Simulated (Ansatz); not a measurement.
**SiO2 (cristobalite): which axis gives way under pressure?**

Cell and atoms of cristobalite SiO2 are relaxed at set pressures, to see how each axis shrinks. The phase is followed to these pressures whether or not it stays the stable one.

Calculated with Ansatz 0.2.0, PBEsol, PAW files of the set soft_1, cutoff 600 eV, Fermi–Dirac smearing 0.02 eV, k-mesh 6×6×4, no spin polarisation, no spin-orbit coupling.

The runs at 6 and 8 GPa are left out: their cell edges leave the smooth trend of the others, as when the structure changes.

Reference cell, relaxed at zero pressure with PBEsol (P4_12_12): a = 5.0295 Å, b = 5.0295 Å, c = 7.0120 Å, α = 90.00°, β = 90.00°, γ = 90.00°.

```csv
atom,x,y,z
Si,0.2979,0.2979,0.0000
Si,0.2021,0.7979,0.2500
Si,0.7021,0.7021,0.5000
Si,0.7979,0.2021,0.7500
O,0.2396,0.1016,0.1782
O,0.3984,0.7396,0.4282
O,0.7604,0.8984,0.6782
O,0.6016,0.2604,0.9282
O,0.7396,0.3984,0.5718
O,0.8984,0.7604,0.3218
O,0.2604,0.6016,0.0718
O,0.1016,0.2396,0.8218
```

| P (GPa) | a (Å) | c (Å) | c/a |
| --- | --- | --- | --- |
| −1.00 | 5.1541 | 7.2460 | 1.4059 |
| 0.00 | 5.0295 | 7.0120 | 1.3942 |
| 1.00 | 4.9289 | 6.8148 | 1.3826 |
| 2.00 | 4.8527 | 6.6613 | 1.3727 |

**Question.** Give the linear compressibility of each axis at zero pressure, and the edges at 3.99 GPa, a row left out above.

Least squares with l = l0 + l1 P + l2 P² gives for a: l0 = 5.0294 Å, l1 = −1.126e−1 Å/GPa, l2 = 1.21e−2 Å/GPa², so β = −l1/l0 = 22.384 × 10⁻³ GPa⁻¹ and the withheld edge is 4.7729 Å. This extrapolates past the fitted rows. The run itself gives 4.7489 Å, so the estimate misses by 0.0240 Å, more than the largest misfit of the fitted rows (0.0001 Å).

Least squares with l = l0 + l1 P + l2 P² gives for c: l0 = 7.0110 Å, l1 = −2.153e−1 Å/GPa, l2 = 2.01e−2 Å/GPa², so β = −l1/l0 = 30.703 × 10⁻³ GPa⁻¹ and the withheld edge is 6.4725 Å. This extrapolates past the fitted rows. The run itself gives 6.4449 Å, so the estimate misses by 0.0276 Å, more than the largest misfit of the fitted rows (0.0010 Å).

The compressibilities add to the volume compressibility, 2β_a + β_c = 75.471 × 10⁻³ GPa⁻¹, or B0 ≈ 13 GPa; a parabola over so wide a range errs a few per cent to the stiff side. The c axis is the softest, 1.4 times as compressible as a.

[Logs are printed without paths, hosts, clocks, repeated set-up lines and the standing remarks that a program may print on its own settings, such as how far it seeks lower states.]
